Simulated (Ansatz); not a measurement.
**TiTe2: properties at the relaxed cell**

The task here is to estimate one member of a computed series from the others.

Computed with Ansatz 0.2.0 (DFT PBEsol, scalar-relativistic, plane waves, PAW, unless a step's input says otherwise).

1 further run of the same task is left out (set aside as unsound or not needed).

## Starting point

The structure is trigonal, space group P-3m1 (No. 164). Conventional cell: a = 3.696 Å, b = 3.696 Å, c = 6.445 Å, α = 90.00°, β = 90.00°, γ = 120.00°. Ti (site symmetry -3m) is surrounded by 6 Te at 2.74 Å. Around Te (site symmetry 3m) lie 3 Ti at 2.74 Å.

Coordinates:

```cif
data_structure
_symmetry_space_group_name_H-M 'P-3m1'
_symmetry_Int_Tables_number 164
_cell_length_a 3.6961
_cell_length_b 3.6961
_cell_length_c 6.4445
_cell_angle_alpha 90.000
_cell_angle_beta 90.000
_cell_angle_gamma 120.000
_cell_volume 76.25
loop_
_atom_site_label
_atom_site_type_symbol
_atom_site_symmetry_multiplicity
_atom_site_Wyckoff_symbol
_atom_site_fract_x
_atom_site_fract_y
_atom_site_fract_z
_atom_site_occupancy
Ti1 Ti 1 a 0.00000 0.00000 0.00000 1
Te1 Te 2 d 0.66667 0.33333 0.26734 1
```

It is the result of an earlier relaxation at this level (volume 25.42 Å³/atom; gap on the mesh: none (metal)).

The first run:

File input.yaml:

```yaml
crystal:
  lattice:
    - [3.6961233324, 0.0, 0.0]
    - [-1.8480616662, 3.2009367014, 0.0]
    - [0.0, 0.0, 6.4445019192]
  atoms:
    - { symbol: Ti, position: [0.0, 0.0, 0.0] }
    - { symbol: Te, position: [0.6666666667, 0.3333333333, 0.2673356116] }
    - { symbol: Te, position: [0.3333333333, 0.6666666667, 0.7326643884] }
basis:
  ecutwfc: 420
kpoints:
  mp_grid: { grid: [12, 12, 8] }
  band_path:
    path:
      - [[0.0, 0.0, 0.0], [0.5, 0.0, 0.0], [0.33333333, 0.33333333, 0.0], [0.0, 0.0, 0.0], [0.0, 0.0, 0.5], [0.5, 0.0, 0.5], [0.33333333, 0.33333333, 0.5], [0.0, 0.0, 0.5]]
      - [[0.5, 0.0, 0.5], [0.5, 0.0, 0.0]]
      - [[0.33333333, 0.33333333, 0.5], [0.33333333, 0.33333333, 0.0]]
    npoints: 14
hamiltonian:
  xc: pbesol
scf:
  occupations: { method: gaussian, width: 0.1 }
  n_extra_bands: 7
output:
  forces: true
  stress: true
  eigenvalues: true
  populations: true
  dos: { projected: true, de: 0.02, nscf_kmesh: { grid: [18, 18, 12] } }
  bader: true
  write_density: true
  write_potential: true
  elf: true
  volumetric_format: npy
```

Run with:

```sh
$ ansatz run input.yaml --threads 1 --pin off --max-ram 2560MiB --backend cpu --events-out ev --progress --plain --runs-dir out
```

Among the steps run: Electronic structure at the relaxed geometry; Point at V/V0 = 0.97; Volume × 1.03; Volume × 0.94; The cell scaled to 1.06 of its volume.

One of the session's tables, all rows but one given; the rest of the session is left out.

| volume (Å³/atom) | energy above the lowest point (meV/atom) | pressure (GPa) |
| --- | --- | --- |
| 23.890 | 12.4 | 2.84 |
| 24.653 | ? | ? |
| 25.415 | 0.0 | -0.01 |
| 26.178 | 2.3 | -0.95 |
| 26.940 | 8.1 | -1.56 |

Q: Estimate the row for volume (Å³/atom) = 24.653 from the others.

Worked estimate for «energy above the lowest point (meV/atom)». A straight line through the neighbours (23.890, 12.4) and (25.415, 0.0) gives 12.4 + (0.0 − 12.4) × (24.653 − 23.890) / (25.415 − 23.890) = 6.2; a parabola fitted to 3 rows on both sides gives 3.4.

As computed: energy above the lowest point (meV/atom): 2.8; pressure (GPa): 1.21. In «energy above the lowest point (meV/atom)» the line misses by +3.4 and the parabola by +0.6.

Caveats from the session: Layers here are held mostly by dispersion, which this level lacks, so their spacing and the stiffness across them are unreliable there.
